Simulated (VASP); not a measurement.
VASP 6.6.1 run: LiH

INCAR

```
NELECT = 4.1
LASPH = .TRUE.
ENCUT = 520
SIGMA = 0.01
EDIFF = 1E-7
NELM = 120
LWAVE = .FALSE.
ISMEAR = 0
METAGGA = R2SCAN
PREC = Low
LCHARG = .FALSE.
IBRION = -1
ALGO = Normal
LREAL = .FALSE.
NBANDS = 9
NELMIN = 4
ISIF = 2
NSW = 0
```

KPOINTS

```
KPOINTS created by Atomic Simulation Environment
0
Gamma
10 10 10
0 0 0
```

POSCAR

```
Li H
 1.0000000000000000
     0.0000000000000000    2.0678196931000001    2.0678196931000001
     2.0678196931000001    0.0000000000000000    2.0678196931000001
     2.0678196931000001    2.0678196931000001    0.0000000000000000
 Li  H
   1   1
Cartesian
  0.0000000000000000  0.0000000000000000  0.0000000000000000
  2.0678196931000006  2.0678196931000006  2.0678196931000006
```

The recommended PBE PAW datasets give the neutral cell 4 valence electrons.

Command

```
mpirun -np 1 vasp_std
```

Task: Predict the outcome of this run.

Result: It converged. Results: pressure 0.7 GPa.

OSZICAR

```
N       E                     dE             d eps       ncg     rms          rms(c)
DAV:   1    -0.190152985910E+01   -0.19015E+01   -0.15271E+03   854   0.428E+02
DAV:   2    -0.704255630563E+01   -0.51410E+01   -0.50751E+01  1215   0.590E+01
DAV:   3    -0.710993821038E+01   -0.67382E-01   -0.67361E-01  1028   0.590E+00
DAV:   4    -0.711014487824E+01   -0.20667E-03   -0.20664E-03  1184   0.333E-01
DAV:   5    -0.711014629392E+01   -0.14157E-05   -0.14162E-05  1035   0.185E-02    0.268E+00
DAV:   6    -0.650868513414E+01    0.60146E+00   -0.19433E-01  1043   0.258E+00    0.148E+00
DAV:   7    -0.645233209896E+01    0.56353E-01   -0.16179E-01   852   0.193E+00    0.209E-01
DAV:   8    -0.645395477767E+01   -0.16227E-02   -0.51546E-03  1015   0.591E-01    0.112E-01
DAV:   9    -0.645449723565E+01   -0.54246E-03   -0.80997E-04   977   0.188E-01    0.164E-02
DAV:  10    -0.645451072327E+01   -0.13488E-04   -0.11410E-05  1086   0.292E-02    0.508E-03
DAV:  11    -0.645450107299E+01    0.96503E-05   -0.20181E-06  1066   0.109E-02    0.947E-04
DAV:  12    -0.645450163991E+01   -0.56692E-06   -0.60792E-08  1092   0.208E-03    0.693E-04
DAV:  13    -0.645450426005E+01   -0.26201E-05   -0.20009E-08   730   0.117E-03    0.822E-05
DAV:  14    -0.645450404830E+01    0.21175E-06   -0.13154E-09   540   0.255E-04    0.318E-05
DAV:  15    -0.645450400208E+01    0.46221E-07   -0.13867E-10   538   0.783E-05
   1 F= -.64545040E+01 E0= -.64544878E+01  d E =-.324149E-04
```

The cell is charged and sits in a uniform background.

For comparison, a separate r²SCAN run of the intended cell, on usual settings and not on those above, gives a gap of 3.63 eV on its mesh and a pressure of -3.7 GPa.
